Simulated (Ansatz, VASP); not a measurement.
**Si (linear Si chain) in two plane-wave programs**

One calculation is typed for both programs; each brings its own data sets. How far apart do they land? The structure shown is the end of the Ansatz relaxation below.

Method: plane waves, with VASP 6.6.1 beside it; single point at revPBE, in Ansatz 0.2.0.

**1. The starting structure**

The cell holds 1 atom: 1 Si. Its edges and angles: a = 7.500 Å, b = 7.500 Å, c = 2.237 Å, α = 90.0°, β = 90.0°, γ = 90.0°. Vacuum lies along a and b. The structure's axis is c.

**2. Ansatz: relaxation, revPBE**

Ansatz runs on its default PAW (the set named soft_2) files.

This run makes the geometry at which the two programs are then compared.

File input.yaml:

```yaml
crystal:
  lattice:
    - [7.5, 0.0, 0.0]
    - [0.0, 7.5, 0.0]
    - [0.0, 0.0, 2.0646]
  atoms:
    - { symbol: Si, position: [0.5, 0.5, 0.0], spin: 0.3 }
magnetization:
  spin_polarized: true
kpoints:
  mp_grid: { grid: [1, 1, 39] }
scf:
  occupations: { method: fermi_dirac, width: 0.05 }
hamiltonian:
  xc: revpbe
relax:
  cell: { fix: [a, b, alpha, beta, gamma] }
  max_steps: 60
```

Command:

```console
$ ansatz run input.yaml --threads 4 --pin off --max-ram 8192MiB --backend cpu --events-out ev --progress --plain --runs-dir out
```

Numbers of over 12 decimals in the logs are rounded to 6 here.

The log of the run:

```text
Engine: ansatz 0.2.0, aarch64-unknown-linux-gnu
Pseudopotentials: kind: paw
Pseudopotential: Si, paw, valence charge 4, recommended cutoff 420 eV (normal), Si.paw.azcp
Functional definition: revPBE
  parameter kappa = 1.245
  parameter beta = 0.066725
  exchange = pbe_x(kappa = kappa, mu = beta*pi^2/3)
  correlation = pbe_c(beta = beta)
Crystal: 1 atoms, lattice volume = 116.134 Å³
Basis set: ecut = 420 eV, 2279 PW (Γ), exchange–correlation on 108×108×30 points (8 copies of the dense FFT grid, shifted against one another)
Bands: 7, of which v1, the nominal top of the filled ones, is band 2 counted from 1 (1 counted from 0)
Symmetry: 16 space group operations
Space group: P4/mmm (ITA 123), of the structure as read, at distance tolerance 4.9e-5 Å
Magnetic group: BNS 123.339 (UNI 999), of the structure as read, at distance tolerance 4.9e-5 Å
k-points: 20 of 39
Non-local potential: Si, projectors of the file, l = 0: 2, l = 1: 2, l = 2: 2
PAW form: soft (Blöchl's): semilocal exchange-correlation on the pseudo side does not see the compensation charge
PAW frozen core: Si, regenerated for the run's functional, and the local potential with it (the file was generated under x = pbe(κ = 0.804, μ = 0.219515), c = pbe(β = 0.066725))
PAW one-centre angular grid: Si, 110 points (default); XC on 64 Gauss nodes
Initial density: superposition of atomic densities (neutral atoms: chi_scale 0, normalization atom)
Starting moments: Σ|m| = 0.3 μB on 1 of 1 site
Initial wavefunctions: pseudopotential atomic-orbital guess
Functional: x = revpbe(κ = 1.245, μ = 0.219515), c = pbe(β = 0.066725)
SCF iter   1: F=—  HF=-636.206184 eV  |F-HF|=—  |Δ(HF+E_count)|=         —  Δρ=1.08e-2 (↑8.53e-3 ↓1.08e-2)  dr2=5.23e-1  dr2_m=4.85e-3  M=0.114 μB ∫|m|=0.115 μB  β_m=0.30  ethr=3.10e-3  ⟨swp⟩=6.5  Hψ=3089  notcnv=0
preconditioner: auto → LDOS  [metal: Δε(μ)=0.034 eV  Ē_g=8.949 eV  σ=0.050 eV  W_gap=0.17  n_scr=8 (ndim 8)  ℏωp=5.9 eV  f_vac=0.507  D(μ)=1.18/eV (n_scr^D=8)]
spin=Collinear: LDOS preconditioning applied to the charge; magnetization (m = ρ↑ − ρ↓) channel mixes plain (no charge-response kernel on spin).
SCF iter   2: F=—  HF=-636.097378 eV  |F-HF|=—  |Δ(HF+E_count)|=   1.09e-1  Δρ=7.25e-3 (↑5.48e-3 ↓7.25e-3)  dr2=2.37e-1  dr2_m=3.44e-3  M=0.085 μB ∫|m|=0.085 μB  β_m=0.30  ethr=3.10e-3  ⟨swp⟩=1.9  Hψ=707  notcnv=0  defer=13
SCF iter   3: F=—  HF=-636.008299 eV  |F-HF|=—  |Δ(HF+E_count)|=   8.91e-2  Δρ=2.10e-3 (↑2.10e-3 ↓1.90e-3)  dr2=7.05e-3  dr2_m=2.19e-3  M=0.064 μB ∫|m|=0.065 μB  β_m=0.30  ethr=3.10e-3  ⟨swp⟩=2.5  Hψ=525  notcnv=0  defer=13
SCF iter   4: F=—  HF=-636.014449 eV  |F-HF|=—  |Δ(HF+E_count)|=   6.15e-3  Δρ=1.49e-3 (↑1.05e-3 ↓1.49e-3)  dr2=3.44e-3  dr2_m=1.29e-3  M=0.055 μB ∫|m|=0.056 μB  β_m=0.30  ethr=1.76e-4  ⟨swp⟩=2.9  Hψ=512  notcnv=0  defer=20
SCF iter   5: F=—  HF=-636.018071 eV  |F-HF|=—  |Δ(HF+E_count)|=   3.62e-3  Δρ=8.73e-4 (↑8.48e-4 ↓8.73e-4)  dr2=1.09e-4  dr2_m=7.60e-4  M=0.048 μB ∫|m|=0.049 μB  β_m=0.30  ethr=8.59e-5  ⟨swp⟩=2.5  Hψ=496  notcnv=0  defer=20
SCF iter   6: F=—  HF=-636.018832 eV  |F-HF|=—  |Δ(HF+E_count)|=   7.61e-4  Δρ=6.95e-4 (↑6.21e-4 ↓6.95e-4)  dr2=4.31e-5  dr2_m=4.58e-4  M=0.042 μB ∫|m|=0.043 μB  β_m=0.30  ethr=2.73e-6  ⟨swp⟩=2.4  Hψ=402  notcnv=0  defer=20
SCF iter   7: F=—  HF=-636.019275 eV  |F-HF|=—  |Δ(HF+E_count)|=   4.43e-4  Δρ=5.19e-4 (↑5.11e-4 ↓5.19e-4)  dr2=4.83e-7  dr2_m=2.83e-4  M=0.037 μB ∫|m|=0.039 μB  β_m=0.30  ethr=1.08e-6  ⟨swp⟩=2.2  Hψ=487  notcnv=0  defer=20
Mixer restart at iter 7: flushing history
spin-set hold released at iteration 7 (site moments contracting): the magnetisation degrees of freedom join the quasi-Newton model from the next iteration; the mixer history was flushed
SCF iter   8: F=—  HF=-636.019551 eV  |F-HF|=—  |Δ(HF+E_count)|=   2.76e-4  Δρ=4.12e-4 (↑4.07e-4 ↓4.12e-4)  dr2=2.29e-7  dr2_m=1.79e-4  M=0.033 μB ∫|m|=0.035 μB  β_m=0.57  ethr=1.21e-8  ⟨swp⟩=2.5  Hψ=388  notcnv=0  defer=20
SCF iter   9: F=—  HF=-636.020073 eV  |F-HF|=—  |Δ(HF+E_count)|=   5.22e-4  Δρ=1.29e-4 (↑1.29e-4 ↓1.28e-4)  dr2=2.21e-9  dr2_m=1.75e-5  M=0.018 μB ∫|m|=0.020 μB  β_m=0.82  ethr=5.72e-9  ⟨swp⟩=4.0  Hψ=651  notcnv=0  defer=20
SCF iter  10: F=—  HF=-636.020222 eV  |F-HF|=—  |Δ(HF+E_count)|=   1.49e-4  Δρ=4.63e-5 (↑4.58e-5 ↓4.63e-5)  dr2=7.39e-9  dr2_m=2.26e-6  M=0.007 μB ∫|m|=0.007 μB  β_m=0.91  ethr=5.54e-11  ⟨swp⟩=5.5  Hψ=628  notcnv=0  defer=20
SCF iter  11: F=—  HF=-636.020241 eV  |F-HF|=—  |Δ(HF+E_count)|=   1.89e-5  Δρ=1.31e-6 (↑1.31e-6 ↓1.26e-6)  dr2=1.02e-10  dr2_m=1.64e-9  M=0.000 μB ∫|m|=0.000 μB  β_m=0.96  ethr=5.54e-11  ⟨swp⟩=6.4  Hψ=853  notcnv=0
SCF iter  12: F=—  HF=-636.020241 eV  |F-HF|=—  |Δ(HF+E_count)|=   1.11e-8  Δρ=2.48e-7 (↑2.38e-7 ↓2.48e-7)  dr2=2.35e-12  dr2_m=6.25e-11  M=0.000 μB ∫|m|=0.000 μB  β_m=0.98  ethr=2.55e-12  ⟨swp⟩=3.7  Hψ=608  notcnv=0
[...]
iter 7 did not close the SCF: its close was put off for a magnetic moment that had not settled (scf_convergence_deferred on its scf_iter line)
SCF iter   7: F=-636.117253 eV  HF=-636.117253 eV  |F-HF|=1.36e-11  |Δ(HF+E_count)|=  7.12e-10  Δρ=6.72e-8 (↑6.72e-8 ↓6.69e-8)  dr2=2.36e-14  dr2_m=5.21e-12  M=-0.000 μB ∫|m|=0.000 μB  β_m=0.97  ethr=1.00e-12  ⟨swp⟩=1.0  Hψ=828  notcnv=0
SCF iter   8: F=-636.117253 eV  HF=-636.117253 eV  |F-HF|=3.41e-13  |Δ(HF+E_count)|=  2.32e-11  Δρ=5.09e-9 (↑5.09e-9 ↓3.66e-9)  dr2=1.63e-14  dr2_m=1.94e-14  M=-0.000 μB ∫|m|=0.000 μB  ethr=1.00e-12  ⟨swp⟩=1.0  Hψ=762  notcnv=0
the starting moments were not kept: the SCF closed with an absolute magnetisation of 1.4e-7 μB, where they sum to 0.3 μB in size (1 site). That is at most 0.1 of that sum. Measured as dr2_m measures the in/out step, that magnetisation stands 3.6e-15 eV from none, at or under the dr2_threshold of 8.1e-8 eV: it is no larger than a step whose dr2_m would equal this threshold.
SCF 5 converged in 8 iterations: F = -636.117253 eV  dr2 = 1.63e-14
  greatest PAW one-centre occupation: 0.691 electrons in one spin orbital (limit 2), on the Si atom at site 0 (counted from 0), in its partial waves of l = 0
relax step   5: F+E_penalty+E_count = -636.11725258 eV  Δ(F+E_penalty+E_count) = +1.357e-4 eV  max|allowed force component| = 0.000e0 eV/Å  Δτ_max = 0.0000 Å  P = -0.001 GPa  Ω = 126.476 Å³  energy of the carried Pulay correction = -1.585e-4 eV  fix = [a, b, alpha, beta, gamma]  (8 SCF iters, dr2 threshold 8.14e-8 eV, rejected (line search))
[...]
relax step   6: F+E_penalty+E_count = -636.11780137 eV  Δ(F+E_penalty+E_count) = -4.130e-4 eV  max|allowed force component| = 0.000e0 eV/Å  Δτ_max = 0.0000 Å  P = +0.105 GPa  Ω = 125.852 Å³  energy of the carried Pulay correction = -1.495e-4 eV  fix = [a, b, alpha, beta, gamma]  reactions: a +0.152, b +0.152 GPa  (7 SCF iters, accepted)
[...]
relax step   7: F+E_penalty+E_count = -636.11838774 eV  Δ(F+E_penalty+E_count) = -5.864e-4 eV  max|allowed force component| = 0.000e0 eV/Å  Δτ_max = 0.0000 Å  P = +0.112 GPa  Ω = 125.852 Å³  fix = [a, b, alpha, beta, gamma]  reactions: a +0.154, b +0.154 GPa  stress off target by 2.80e-2 GPa on what of the cell is left free  SCF on the basis re-selected at this cell (its energy is not comparable with the rows above)  (6 SCF iters)
basis re-selected at this cell: Δ(F+E_penalty+E_count) = -5.864e-4 eV, ΔP = +0.007 GPa vs the last step (what re-selecting the basis moved, of the pressure what is left beyond the Pulay correction that the steps carried, after the strain that the cell walked since its last selection, with what the two solves' SCF thresholds leave and, on support functions, any second-order correction that the steps lacked; it is no measure of the basis error at this ecutwfc). This SCF's stress stands 2.80e-2 GPa from its target on what of the cell is left free (relax.cell.stress_tol is 5.00e-2 GPa) and its largest allowed force component is 0.00e0 eV/Å (relax.f_tol is 1.00e-2 eV/Å): [rest of the remark cut]
SCF converged after 6 iterations
Magnetization: 0.0000 μB (2.0000 up, 2.0000 down)
Absolute magnetization: 0.0000 μB (∫|ρ↑−ρ↓|, with the PAW one-centre terms)
Spin contamination: 0.0000 ħ² per cell (⟨S²⟩ above its minimum at these occupations)
Per-site moments (μB) at R_I (Å): [(7.792399706810674e-8, 0.922917)]
Free energy (F): -636.118388 eV
Harris-Foulkes:  -636.118388 eV  (|F-HF|=3.16e-10)
Internal energy: -636.111082 eV  (E = F + TS)
E sigma→0 (E₀):  -636.114735 eV
Entropy (-TS):   -0.007306 eV (-7.306 meV/atom)
Fermi energy:    -3.283145 eV
--- Per-component energies (eV) ---
  E_band       = -28.657057
  E_kinetic    = 36.839818
  E_local      = -171.965882  (includes V_loc(G=0)·N_el)
  E_nonlocal   = 25.994647
  E_hartree    = 62.905672
  E_xc         = -53.159269
  E_vxc        = -43.584555  (∫ρ·V_xc dr)
  E_paw        = -514.375382  (= ΣΔE_a)
  E_vpaw       = -1.752474  (= ΣTr[D̂ρ^β])
  E_aug_tail   = 0.000008  (compensation charges beyond the density's cutoff)
  E_ewald      = -22.331728
  E_core_change = -0.018965  (= ΣΔE_core)
  E_smearing   = -0.007306  (= −TS)
  E_closure    = -0.000000  (closes the sum)
  Σ components = -636.118388   (vs F -636.118388, Δ=0.00e0)
--- Forces (eV/Å), atoms counted from 1 ---
  atom   1  Si     0.00000000     0.00000000     0.00000000
  max |Σ_I F_I| component: 0.00e0 eV/Å
--- Stress (GPa, compression-positive) ---
        0.154326       0.000000       0.000000
        0.000000       0.154326       0.000000
        0.000000       0.000000       0.028028
  P = ⅓ Tr σ = 0.1122 GPa (1.122 kbar)
--- Relaxed structure (6 steps of the walk, 5 accepted, 1 SCFs on fresh bases) ---
  F+E_penalty+E_count = -636.11838774 eV   max|allowed force component| = 0.000e0 eV/Å   (the final SCF, on the basis selected at the relaxed cell)
  cell:  # Å, volume = 125.8524 Å³
    - [7.5, 0.0, 0.0]
    - [0.0, 7.5, 0.0]
    - [0.0, 0.0, 2.237376]
  atoms:
    - { symbol: Si, position: [0.5, 0.5, 0.0] }
```

In the SCF lines HF is the Harris–Foulkes energy and dr2 the Hartree energy of the density residual, in eV; the loop may stop once dr2 is under the threshold and the program's other checks hold. Hψ counts applications of the Hamiltonian.

**3. VASP: single point, revPBE**

The same cell, functional, mesh and smearing now go to VASP, with its own data sets.

Lines of VASP's logs that name or quote its potential files are left out, and so is its time.

File INCAR:

```
SYSTEM = Si
PREC = Accurate
ENCUT = 500
EDIFF = 1E-06
NELM = 200
ISMEAR = -1
SIGMA = 0.05
LREAL = .FALSE.
ALGO = Normal
GGA = RE
NBANDS = 8
ISPIN = 2
MAGMOM = 0
LORBIT = 11
LWAVE = .FALSE.
LCHARG = .FALSE.
ISIF = 2
LASPH = .TRUE.
GGA_COMPAT = .FALSE.
```

File POSCAR:

```
Si
1.0
    7.5000000000      0.0000000000      0.0000000000
    0.0000000000      7.5000000000      0.0000000000
    0.0000000000      0.0000000000      2.2373755971
Si
1
Direct
    0.5000000000      0.5000000000      0.0000000000
```

File KPOINTS:

```
Automatic mesh
0
Gamma
1 1 39
0 0 0
```

The projector-augmented-wave data sets are Si (PBE family, release 64).

Command:

```console
$ mpirun -np 1 vasp_std
```

The log of the run:

```text
[banner, memory and clock lines left out]
running    1 mpi-ranks, on    1 nodes
 distrk:  each k-point on    1 cores,    1 groups
 distr:  one band on    1 cores,    1 groups

 POSCAR found type information on POSCAR Si
 POSCAR found :  1 types and       1 ions
|                                                                             |
|               ----> ADVICE to this user running VASP <----                  |
|                                                                             |
|     You enforced a specific xc type in the INCAR file but a different       |
|     [... a line on the potential file left out ...]
|     I HOPE YOU KNOW WHAT YOU ARE DOING!                                     |
|                                                                             |

 LDA part: xc-table for (Slater+PW92), standard interpolation
 POSCAR, INCAR and KPOINTS ok, starting setup
 FFT: planning ... GRIDC
 FFT: planning ... GRID_SOFT
 FFT: planning ... GRID
 WAVECAR not read
 entering main loop
       N       E                     dE             d eps       ncg     rms          rms(c)
DAV:   1     0.965802636348E+01    0.96580E+01   -0.13110E+03   640   0.309E+02
DAV:   2    -0.305216492903E+01   -0.12710E+02   -0.10413E+02   872   0.379E+01
DAV:   3    -0.341440012076E+01   -0.36224E+00   -0.35673E+00   880   0.901E+00
DAV:   4    -0.341771516260E+01   -0.33150E-02   -0.33149E-02   992   0.100E+00
DAV:   5    -0.341772814455E+01   -0.12982E-04   -0.12982E-04   960   0.584E-02    0.287E+00
DAV:   6    -0.333739904931E+01    0.80329E-01   -0.67873E-02   840   0.900E-01    0.165E+00
DAV:   7    -0.329788872351E+01    0.39510E-01   -0.12337E-01   728   0.124E+00    0.156E-01
DAV:   8    -0.329570967555E+01    0.21790E-02   -0.50641E-03   760   0.407E-01    0.841E-02
DAV:   9    -0.329562761661E+01    0.82059E-04   -0.22399E-04   784   0.784E-02    0.681E-02
DAV:  10    -0.329548349095E+01    0.14413E-03   -0.35138E-04   640   0.974E-02    0.293E-02
DAV:  11    -0.329546205396E+01    0.21437E-04   -0.96959E-05   640   0.579E-02    0.248E-02
DAV:  12    -0.329548439936E+01   -0.22345E-04   -0.26836E-06   848   0.109E-02    0.130E-02
DAV:  13    -0.329554367239E+01   -0.59273E-04   -0.24621E-05   640   0.334E-02    0.117E-02
DAV:  14    -0.329554192794E+01    0.17444E-05   -0.55394E-07   696   0.415E-03    0.355E-03
DAV:  15    -0.329554398779E+01   -0.20599E-05   -0.45732E-07   640   0.374E-03    0.223E-03
DAV:  16    -0.329554713016E+01   -0.31424E-05   -0.47481E-07   664   0.351E-03    0.159E-03
DAV:  17    -0.329554708903E+01    0.41130E-07   -0.32700E-08   728   0.712E-04
   1 F= -.32955471E+01 E0= -.32918921E+01  d E =-.731000E-02  mag=     0.0000
```

OUTCAR, selected parts (step 3):

```text
ion  position               nearest neighbor table
   1  0.500  0.500  0.000-

  LATTYP: Found a simple tetragonal cell.
 ALAT       =     7.5000000000
 C/A-ratio  =     0.2983167463

 Subroutine GETGRP returns: Found 16 space group operations
 (whereof 16 operations were pure point group operations)

The static configuration has the point symmetry D_4h.

 Found     20 irreducible k-points:

   k-points           NKPTS =     20   k-points in BZ     NKDIM =     20   number of bands    NBANDS=      8

   dimension x,y,z NGX =    56 NGY =   56 NGZ =   16
   dimension x,y,z NGXF=   112 NGYF=  112 NGZF=   32

   ENCUT  =  500.0 eV  36.75 Ry    6.06 a.u.  13.67 13.67  4.08*2*pi/ulx,y,z

   NELECT =       4.0000    total number of electrons

 k-points in reciprocal lattice and weights: Automatic mesh
   0.00000000  0.00000000  0.00000000       0.026
   0.00000000  0.00000000  0.02564103       0.051
   0.00000000  0.00000000  0.05128205       0.051
   0.00000000  0.00000000  0.07692308       0.051
   0.00000000  0.00000000  0.10256410       0.051
   0.00000000  0.00000000  0.12820513       0.051
   0.00000000  0.00000000  0.15384615       0.051
   0.00000000  0.00000000  0.17948718       0.051
   0.00000000  0.00000000  0.20512821       0.051
[...]
0.00000000  0.00000000  0.46153846       0.051
   0.00000000  0.00000000  0.48717949       0.051

 average (electrostatic) potential at core
       1 -92.8112

 E-fermi :  -3.3502

 spin component 1
 k-point     1 :       0.0000    0.0000    0.0000
  band No.  band energies     occupation
      1     -12.5648      1.00000
      2      -4.5663      1.00000
      3      -4.5663      1.00000
      4       0.2026      0.00000
      5       1.6731      0.00000
      6       2.7579      0.00000
      7       3.5410      0.00000
      8       3.5410      0.00000

 k-point     2 :       0.0000    0.0000    0.0256
  band No.  band energies     occupation
      1     -12.5461      1.00000
      2      -4.5483      1.00000
      3      -4.5483      1.00000
      4       0.2211      0.00000
      5       1.6927      0.00000
      6       2.7773      0.00000
      7       3.5605      0.00000
      8       3.5605      0.00000

 k-point     3 :       0.0000    0.0000    0.0513
  band No.  band energies     occupation
      1     -12.4901      1.00000
      2      -4.4941      1.00000
      3      -4.4941      1.00000
      4       0.2767      0.00000
      5       1.7516      0.00000
      6       2.8358      0.00000
      7       3.6188      0.00000
      8       3.6188      0.00000

 k-point     4 :       0.0000    0.0000    0.0769
  band No.  band energies     occupation
      1     -12.3967      1.00000
      2      -4.4039      1.00000
      3      -4.4039      1.00000
      4       0.3688      0.00000
      5       1.8498      0.00000
      6       2.9331      0.00000
      7       3.7161      0.00000
      8       3.7161      0.00000

 k-point     5 :       0.0000    0.0000    0.1026
  band No.  band energies     occupation
      1     -12.2662      1.00000
      2      -4.2776      1.00000
      3      -4.2776      1.00000
      4       0.4964      0.00000
      5       1.9872      0.00000
      6       3.0694      0.00000
      7       3.8523      0.00000
      8       3.8523      0.00000

 k-point     6 :       0.0000    0.0000    0.1282
  band No.  band energies     occupation
      1     -12.0988      1.00000
      2      -4.1154      1.00000
      3      -4.1154      1.00000
      4       0.6577      0.00000
      5       2.1638      0.00000
      6       3.2445      0.00000
      7       4.0274      0.00000
      8       4.0274      0.00000

  Total        0.1187119      0.1187119     -0.0105102      0.0000000      0.0000000      0.0000000
  in kB        1.5112744      1.5112744     -0.1338017      0.0000000      0.0000000      0.0000000
  external PRESSURE =       0.9629157 kB  Pullay stress =       0.0000000 kB

  energy-cutoff  :      500.00
  volume of cell :      125.85
      direct lattice vectors                 reciprocal lattice vectors
     7.500000000  0.000000000  0.000000000     0.133333333  0.000000000  0.000000000
     0.000000000  7.500000000  0.000000000     0.000000000  0.133333333  0.000000000
     0.000000000  0.000000000  2.237375597     0.000000000  0.000000000  0.446952224

 POSITION                                       TOTAL-FORCE (eV/Angst)
 -----------------------------------------------------------------------------------
      3.75000      3.75000      0.00000         0.000000      0.000000      0.000000
 -----------------------------------------------------------------------------------
    total drift:                               -0.000000     -0.000000     -0.000000

  FREE ENERGIE OF THE ION-ELECTRON SYSTEM (eV)
  ---------------------------------------------------
  free  energy   TOTEN  =        -3.2955470890 eV

  energy  without entropy=       -3.2882370937  energy(sigma->0) =       -3.29189209

 total charge
# of ion       s       p       d       tot
------------------------------------------
    1        0.849   0.778   0.000   1.627

 magnetization (x)
# of ion       s       p       d       tot
------------------------------------------
    1       -0.000  -0.000   0.000  -0.000

[... 6 further parts left out ...]
```

**4. Differences**

Known differences besides the potentials themselves: the cutoff is 420 eV in Ansatz and 500 eV in VASP; Ansatz makes its cores anew for this functional, VASP keeps those of its PBE data sets; Ansatz's pressure holds a Pulay correction, VASP's none. Total energies have different zeros and are not compared.

The two programs side by side:

```
      quantity  Ansatz  VASP  difference
pressure (GPa)    0.11  0.10       +0.02
```

**5. Summary of results**

| Property | Result |
| --- | --- |
| difference in pressure (single point, revPBE) | 0.016 GPa |

The difference in pressure is 0.016 GPa (single point, revPBE), within the 1 GPa picked in this series as the mark of a large difference. How closely two codes agree says nothing of how well the functional describes the real material.

[Lines on the potential files, build, host, timing and source positions are cut from VASP's logs without a mark.]

[Logs are printed without paths, hosts, clocks, repeated set-up lines and the standing remarks that a program may print on its own settings, such as how far it seeks lower states.]

[Hosts, paths, dates, database ids (printed as entryN), source tags and the programs' standing remarks are cut or masked in the printed files.]
